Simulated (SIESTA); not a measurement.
TiSe:

```
Se Ti
1.0
     3.55900    0.00000    0.00000
    -1.77950    3.08218    0.00000
     0.00000    0.00000    6.22000
Se Ti
2 2
Direct
  0.66667 0.33333 0.75000
  0.33333 0.66667 0.25000
  0.00000 0.00000 0.50000
  0.00000 0.00000 0.00000
```

Base run:

* Program: SIESTA 5.4.2
* Functional: LDA
* Potentials or basis: PseudoDojo 0.4 standard (LDA files)
* Basis: DZP (energy shift 0.003 Ry; two zetas on semicore shells)
* Grid cutoff: 800 Ry
* Energy shift: 0.003 Ry
* k mesh: 9 × 9 × 5
* Occupations: fermi-dirac, width 0.05 eV
* Spin: no spin polarisation

Its results: band gap on the k mesh none (metal or under the smearing width); pressure -1.1 GPa.

Q: The run is repeated on the same cell with these changes: functional from LDA to PBEsol; potentials or basis from PseudoDojo 0.4 standard (LDA files) to PseudoDojo 0.4 standard (PBEsol files). What comes out?

A: Band gap on the k mesh none (metal or under the smearing width); pressure 2.2 GPa.

Caveats: the basis of atomic orbitals isn't converged, which shifts pressures, moduli and gaps.

Not every run made on this cell is shown here.
